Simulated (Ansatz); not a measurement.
# K: the cost of one run

Program: Ansatz 0.2.0. Level of theory: DFT PBE, scalar-relativistic, plane waves, PAW. These are calculated values, not measurements.

The COD entry's cell or inner coordinates are ideal or old and differ from later refinements, so a difference from it is no clean test against experiment.

5 further runs of the same task are left out: 2 that didn't finish, 3 set aside as unsound or not needed.

## 1. The structure to begin with

Symmetry: Cmmm, No. 65, orthorhombic system. The conventional cell has a = 8.650 Å, b = 8.665 Å, c = 11.281 Å, α = 90.00°, β = 90.00°, γ = 90.00°. K (site symmetry 2) has 5 K at 4.31 to 4.33 Å as nearest neighbours.

Structure file:

```cif
data_structure
_symmetry_space_group_name_H-M 'P 1'
_symmetry_Int_Tables_number 1
_cell_length_a 6.1217
_cell_length_b 6.1217
_cell_length_c 11.2815
_cell_angle_alpha 90.000
_cell_angle_beta 90.000
_cell_angle_gamma 89.904
_cell_volume 422.78
loop_
_atom_site_label
_atom_site_type_symbol
_atom_site_fract_x
_atom_site_fract_y
_atom_site_fract_z
_atom_site_occupancy
K1 K 0.50000 0.00000 0.30879 1
K2 K 0.00000 0.50000 0.69121 1
K3 K 0.00000 0.50000 0.30879 1
K4 K 0.50000 0.00000 0.69121 1
K5 K 0.00000 0.00000 0.00000 1
```

This cell was relaxed beforehand with the same method: volume 84.56 Å³/atom, gap on the mesh none (metal).

## 2. Bands, states and charges

input.yaml

```yaml
crystal:
  lattice:
    - [4.3323394467, -4.325094437, 0.0]
    - [4.3323394467, 4.325094437, 0.0]
    - [0.0, 0.0, 11.2814817476]
  atoms:
    - { symbol: K, position: [0.5, 0.0, 0.3087858463] }
    - { symbol: K, position: [0.0, 0.5, 0.6912141537] }
    - { symbol: K, position: [0.0, 0.5, 0.3087858463] }
    - { symbol: K, position: [0.5, 0.0, 0.6912141537] }
    - { symbol: K, position: [0.0, 0.0, 0.0] }
basis:
  ecutwfc: 420
kpoints:
  mp_grid: { grid: [6, 6, 4] }
  band_path:
    path:
      - [[0.0, 0.0, 0.0], [0.5, 0.5, 0.0], [0.50083546, 0.49916454, 0.0]]
      - [[0.49916454, -0.49916454, 0.0], [0.0, 0.0, 0.0], [0.0, 0.0, 0.5], [0.49916454, -0.49916454, 0.5]]
      - [[0.50083546, 0.49916454, 0.5], [0.5, 0.5, 0.5], [0.5, 0.5, 0.0]]
      - [[0.0, 0.0, 0.0], [0.5, 0.0, 0.0], [0.5, 0.0, 0.5], [0.0, 0.0, 0.5], [0.5, 0.5, 0.5]]
    npoints: 14
hamiltonian:
  xc: pbe
scf:
  occupations: { method: gaussian, width: 0.1 }
  n_extra_bands: 12
output:
  forces: true
  stress: true
  eigenvalues: true
  populations: true
  dos: { projected: true, de: 0.02, nscf_kmesh: { grid: [9, 9, 6] } }
  bader: true
  write_density: true
  write_potential: true
  elf: true
  volumetric_format: npy
```

Launch:

```sh
> ansatz run input.yaml --threads 1 --pin off --max-ram 2560MiB --backend cpu --events-out ev --progress --plain --runs-dir out
```

What time and memory should one allow on 1 thread of Arm Neoverse V1, shared host?

About 3.1 min, with a peak of 1.4 GiB.
